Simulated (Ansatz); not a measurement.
# A sublattice moved along a line in AlN

Theory: Ansatz 0.2.0, DFT PBE, scalar-relativistic, plane waves, PAW. The runs took a 420 eV cutoff, a Γ-centred 10×10×10 mesh and Gaussian smearing (0.05 eV). No spin polarisation. Energies are free energies at this smearing, counted from the undisturbed cell; pressure is positive in compression.

The starting cell (as given, not relaxed at this level; it stands at 4.9 GPa; this zinc-blende form isn't the usual structure):

```xyz
2
Lattice="0.0000 2.1840 2.1840 2.1840 0.0000 2.1840 2.1840 2.1840 0.0000" Properties=species:S:1:pos:R:3 pbc="T T T"
Al    0.0000    0.0000    0.0000
N     3.2760    3.2760    3.2760
```

Every Al atom is moved by x along the Cartesian unit vector (0.000, -0.707, -0.707); the cell and all other atoms stay fixed.

```tsv
x (Å)	ΔE (meV/cell)	force along x on the moved atoms (eV/Å)	pressure (GPa)	gap on the mesh (eV)
-0.3000	709.1	5.06	16.5	2.59
-0.1500	?	2.28	7.7	?
0.0000	0.0	0.00	4.9	3.33
0.0375	10.3	-0.55	5.0	3.23
0.0750	41.4	-1.11	5.6	3.13
0.1125	93.6	-1.68	6.4	3.03
0.1875	265.1	?	9.3	?
0.2250	386.6	-3.58	11.3	2.75
0.2625	534.0	-4.29	13.7	2.67
```

By symmetry 0.3000 repeats -0.3000, -0.2250 repeats 0.2250, 0.1500 repeats -0.1500, -0.0750 repeats 0.0750 in energy, with the opposite slope along the path.

Q: Give the withheld values.

A: ΔE (meV/cell) at x (Å) = -0.1500: 167.9; gap on the mesh (eV) at x (Å) = -0.1500: 2.93; force along x on the moved atoms (eV/Å) at x (Å) = 0.1875: -2.91; gap on the mesh (eV) at x (Å) = 0.1875: 2.84.